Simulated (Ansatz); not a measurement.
The system is KCl (Sylvite).

```
CELL_PARAMETERS angstrom
0.00000 3.14647 3.14647
3.14647 0.00000 3.14647
3.14647 3.14647 0.00000
ATOMIC_POSITIONS crystal
K 0.00000 0.00000 0.00000
Cl 0.50000 0.50000 0.50000
```

Base run:

| Item | Value |
| --- | --- |
| Program | Ansatz 0.2.0 |
| Functional | RPBE |
| Potentials or basis | all-electron LAPW, scalar-relativistic |
| Cutoff | 138 eV (chosen from the basis error) |
| Basis error allowed | 0.001 eV/atom |
| k mesh | 7 × 7 × 7 |
| Occupations | gaussian, width 0.1 eV |
| Spin | no spin polarisation |

Its results: band gap on the k mesh 5.54 eV, direct; pressure 2.4 GPa.

Task: The run is repeated on the same cell with these changes: functional from RPBE to PBEsol. What comes out?

Result: Band gap on the k mesh 5.03 eV, direct; pressure -0.4 GPa.

PBEsol binds more tightly than RPBE, so the same cell stands under less pressure.

Caveats: an odd mesh through Γ misses points on the zone boundary, where band edges often lie.
